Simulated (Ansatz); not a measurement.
A run of Ansatz 0.2.0 is set up as follows.

Contents of input.yaml:

```yaml
crystal:
  lattice:
    - [2.4719999032, 0.0, 0.0]
    - [-1.2359999516, 2.1408147143, 0.0]
    - [0.0, 0.0, 4.02114408]
  atoms:
    - { symbol: Co, position: [0.6666666667, 0.3333333333, 0.75], spin: 2.0 }
    - { symbol: Co, position: [0.3333333333, 0.6666666667, 0.25], spin: 2.0 }
kpoints:
  mp_grid: { grid: [9, 9, 5] }
scf:
  occupations: { method: fermi_dirac, width: 0.05 }
hamiltonian:
  xc: pbesol
  pseudopotentials: { kind: all_electron, lapw: { basis_error: 0.001 } }
magnetization:
  spin_polarized: true
output:
  forces: true
  stress: true
elastic:
  mode: clamped_ion
  stencil: two_point
```

Potentials or basis: all-electron LAPW, scalar-relativistic.

The run is started by

```sh
$ ansatz run input.yaml --threads 2 --pin off --max-ram 6144MiB --backend cpu --events-out ev --progress --plain --runs-dir out
```

(1) Estimate the Voigt bulk modulus.

(2) What does it give for the pressure?

(3) What does it give for the band gap on the k mesh?

(4) Estimate the net moment.

Answers

(1) 220 GPa.

(2) -6.9 GPa.

(3) none (metal or under the smearing width).

(4) 3.07 μB per cell.

Caveat: a metal's response needs a denser mesh; the cell is more than 3 GPa from zero pressure, which shifts response properties; elastic constants of metals need much finer meshes, so these are rough.
